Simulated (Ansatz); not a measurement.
**TiCo (Pm-3m), a vibration from a frozen displacement**

Level of theory: DFT PBE, scalar-relativistic, plane waves, PAW (Ansatz). Cutoff 420 eV, Γ-centred 20×20×20 k-points, Gaussian smearing of 0.15 eV. Collinear spins, started from moments 0.0, 1.1 μB in atom order; the magnetic state may not be the lowest. Energies are free energies at this smearing, counted from the undisturbed cell; pressure is positive in compression.

The starting cell (relaxed at this level; with this scan's settings it stands at -0.1 GPa; it needn't be the usual structure):

```
Ti Co
1.0
     2.98559    0.00000    0.00000
     0.00000    2.98559    0.00000
     0.00000    0.00000    2.98559
Ti Co
1 1
Direct
  0.00000 0.00000 0.00000
  0.50000 0.50000 0.50000
```

Every Ti atom is moved by x along the Cartesian unit vector (-0.577, -0.577, -0.577); the cell and all other atoms stay fixed. The cell's volume is 26.61 Å³; the moved atoms weigh 47.867 u together and the others 58.933 u.

```
  x (Å)  ΔE (meV/cell) total force on the moved atoms along the move (eV/Å) pressure (GPa)
-0.1000          25.08                                                0.5006          0.3980
-0.0500           6.28                                                0.2510          0.0323
 0.0000           0.00                                                0.0000         -0.0908
 0.0750          14.12                                               -0.3760          0.1846
```

Problem. What frequency belongs to this motion?

Solution. The force constant is k = −dF/dx = 5.017 eV/Å², from the parabola through x = -0.0500, 0 and 0.0750. In every cell the moved atoms swing against the rest, so the mass is μ = m₁m₂/(m₁ + m₂) = 26.413 u, and ν̃ = 521.5 cm⁻¹ × √(|k|/μ) = 227 cm⁻¹. To first order in x, and within 1 %, the force on every atom lies along the move and, within each of the two groups, in proportion to the atom's mass, so this is itself a mode at the zone centre of this cell.

Problem. How far does the harmonic law reach?

Solution. At x = -0.100 Å, kx²/2 = 25.09 meV against the computed 25.08 meV (-0.0 %): the well is still close to harmonic there.

In a metal these slopes depend on the k mesh and the smearing.

Cost: 4 runs of about 7.4 core-minutes in all, on Arm Neoverse V2 (shared hosts).